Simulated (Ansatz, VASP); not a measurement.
## Two plane-wave programs on TaN

INCAR

```
SYSTEM = TaN
ALGO = Normal ; EDIFF = 1E-6
ENCUT = 520 ; GGA = PS
ISIF = 2 ; ISMEAR = 0
LASPH = .TRUE. ; LCHARG = .FALSE.
LREAL = .FALSE. ; LWAVE = .FALSE.
NBANDS = 15 ; NELM = 60
PREC = Accurate ; SIGMA = 0.15
```

The input KPOINTS:

```
k-points
0
G
  20 20 20
  0 0 0
```

File POSCAR:

```
TaN
1.0
   -0.6889307120      1.8945594581      1.8945594581
    1.8945594581     -0.6889307120      1.8945594581
    1.8945594581      1.8945594581     -0.6889307120
Ta N
1 1
Direct
    0.5000000000      0.5000000000      0.5000000000
    0.0000000000      0.0000000000      0.0000000000
```

Input for Ansatz:

```yaml
crystal:
  lattice:
    - [-0.688930712, 1.8945594581, 1.8945594581]
    - [1.8945594581, -0.688930712, 1.8945594581]
    - [1.8945594581, 1.8945594581, -0.688930712]
  atoms:
    - { symbol: Ta, position: [0.5, 0.5, 0.5] }
    - { symbol: "N", position: [0.0, 0.0, 0.0] }
basis:
  ecutwfc: 420
kpoints:
  mp_grid: { grid: [20, 20, 20] }
hamiltonian:
  xc: pbesol
scf:
  occupations: { method: gaussian, width: 0.15 }
output:
  forces: true
  stress: true
  eigenvalues: true
```

Alike in both runs: task single point; functional PBEsol; k mesh 20 × 20 × 20; occupations gaussian, width 0.15 eV; no spin polarisation.

|  | VASP | Ansatz |
| --- | --- | --- |
| version | VASP 6.6.1 | Ansatz 0.2.0 |
| potentials or method | VASP PAW PBE potentials, release 64 (Ta_pv, N) | scalar-relativistic, plane waves, PAW |
| plane-wave cutoff (eV) | 520 | 420 |
| valence electrons in the cell | 16 | 18 |

```tsv
	VASP	Ansatz	Ansatz less VASP
gap on the k mesh at the Fermi level (eV)	none	none	-
pressure (GPa)	-1.8	-2.7	-0.93
largest component of the traceless stress (GPa)	1.06	1.22	+0.162
```

A gap of «none» marks a metal or a gap that the smearing closes. The functional is the same, so the differences come from potentials, cutoffs and numerics. The two sets of potentials don't hold the same shells in valence.

Caveats: the PAW data sets were made with another functional, which shifts forces and pressure a little (VASP). Spin-orbit coupling is left out, which matters for the levels of Ta.
